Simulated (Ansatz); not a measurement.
Take a crystal in which Ta has been replaced by Nb on all its sites, with the cell rescaled by a rough guess (in some cases also distorted within its space group) and nothing relaxed:

```
CELL_PARAMETERS angstrom
2.77701 0.00000 0.00000
-1.38850 2.40496 0.00000
0.00000 0.00000 4.94653
ATOMIC_POSITIONS crystal
Nb 0.66667 0.33333 0.75000
Nb 0.33333 0.66667 0.25000
```

Method: DFT PBE, scalar-relativistic, plane waves, PAW (Ansatz).

Settings: cutoff 420 eV, Γ-centred mesh 18×18×8 on the computed 2-atom cell, Gaussian smearing of 0.10 eV; no spin polarisation.

Q: Will this cell want to expand or contract, and how hard?

A: The pressure is 24.6 GPa (positive in compression), so the cell would expand.

Q: Is it a metal on this mesh?

A: Yes, a band crosses the Fermi level.

This form isn't the element's structure at ambient conditions.